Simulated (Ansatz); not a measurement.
HfN under changes of volume

One of the cells (11.482 Å³/atom); the others are scaled copies at fixed shape and fractional positions:

```
Hf N
1.0
     0.00000    2.25600    2.25600
     2.25600    0.00000    2.25600
     2.25600    2.25600    0.00000
Hf N
1 1
Direct
  0.00000 0.00000 0.00000
  0.50000 0.50000 0.50000
```

```yaml
Program: Ansatz 0.2.0
Functional: PBE
Potentials_or_basis: all-electron LAPW, scalar-relativistic
Cutoff: 371 eV (chosen from the basis error)
Basis_error_allowed: 0.0005 eV/atom
k_mesh: 10 × 10 × 10
Occupations: fermi-dirac, width 0.05 eV
Spin: no spin polarisation
```

```csv
volume (Å³/atom),energy over the lowest point (meV/atom),pressure (GPa)
10.793,?,?
11.023,42.42,19.6
11.252,19.32,12.8
11.482,5.49,6.7
11.712,0.00,1.1
11.941,2.04,-3.9
12.171,10.88,-8.4
```

Task: What does the run at 10.793 Å³/atom give?

Result: Energy over the lowest point 75.78 meV/atom; pressure 27.1 GPa.

Worked out: A Birch-Murnaghan fit of order 3 (a polynomial in V^(-2/3)) to the other rows has its minimum at 11.76 Å³/atom with B0 = V·E''(V) = 263 GPa and B' = 4.4. It gives 75.97 meV/atom at 10.793 Å³/atom, against the run's 75.78, and -dE/dV = 27.3 GPa, against 27.1.

Energies are extrapolated to zero smearing.

The runs don't all hold the same shells in valence.
